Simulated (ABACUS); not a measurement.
MgS, 2 atoms in the cell. It takes space group F-43m (No. 216, cubic). Conventional cell: a = 5.666 Å, b = 5.666 Å, c = 5.666 Å, α = 90.00°, β = 90.00°, γ = 90.00°. Around S (site symmetry -43m) lie 4 Mg at 2.45 Å. Around Mg (site symmetry -43m) lie 4 S at 2.45 Å. The cell comes from a database or a generator and needn't be the stable form of this composition.

```yaml
Program: ABACUS 3.10.1
Task: single point
Functional: PBE
Potentials_or_basis: PseudoDojo NC SR 0.4.1 PBE standard
Cutoff: 1361 eV
Density_cutoff: 5442 eV
Basis: DZP LCAO (the cutoffs set its grid)
k_mesh: 8 × 8 × 8
Occupations: fermi-dirac, width 0.05 eV
Spin: no spin polarisation
Orbital_files: S S_confined-atom_7au_2s2p1d.orb, Mg Mg_confined-atom_8au_3s2p1d.orb
Radial_cutoff_of_the_potentials_pseudo_rcut: 10 bohr
SCF_threshold_on_the_density: 1e-07
Max_SCF_steps: 100
Eigensolver: genelpa
Mixing: broyden
Mixing_share: 0.7
Symmetry_key: 1
Bands: 12
```

Potentials or basis: PseudoDojo NC SR 0.4.1 PBE standard, DZP LCAO (the cutoffs set its grid).

Launch:

```sh
$ OMP_NUM_THREADS=1 mpirun -np 4 abacus > log
```

Hardware: 4 MPI ranks on INTEL(R) XEON(R) PLATINUM 8581C CPU @ 2.10GHz (Emerald Rapids), with other jobs on the host.

Q: How long does it take, and how much memory?

A: Run time: 3.4 s on 4 MPI ranks on INTEL(R) XEON(R) PLATINUM 8581C CPU @ 2.10GHz (Emerald Rapids), on a shared host, peak memory 0.44 GiB a rank. Counts: scf iterations 9, k points 29, bands 12, basis 27, ranks 4.
